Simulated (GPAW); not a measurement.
AlCo3:

```xyz
4
Lattice="3.5749 0.0000 0.0000 0.0000 3.5749 0.0000 0.0000 0.0000 3.5749" Properties=species:S:1:pos:R:3 pbc="T T T"
Co    0.0000    1.7875    1.7875
Co    1.7875    0.0000    1.7875
Co    1.7875    1.7875    0.0000
Al    0.0000    0.0000    0.0000
```

The cell comes from a database or a generator and needn't be the stable form of this composition.

Base run:

```yaml
Program: GPAW 26.7.0
Functional: PBEsol
Potentials_or_basis: PAW data sets generated in the run's folder for this functional
Cutoff: 600 eV
Basis: pw
k_mesh: 8 × 8 × 8
Occupations: fermi-dirac, width 0.05 eV
Spin: collinear spin, ferromagnetic start
Starting_moments: "[2.0, 2.0, 2.0, 0.0] μB"
Hubbard_terms: Co d U = 6 eV
```

Its results: pressure 20.1 GPa; net moment 5.76 μB per cell; site moments Co +2.02; Al -0.10 μB.

Problem. The run is repeated on the same cell with these changes: hubbard terms from Co d U = 6 eV to Co d U = 3 eV. What comes out?

Solution. Pressure 4.2 GPa; net moment 4.86 μB per cell; site moments Co +1.71; Al -0.06 μB.

Caveats: the U is typed as a test and isn't derived for this compound.
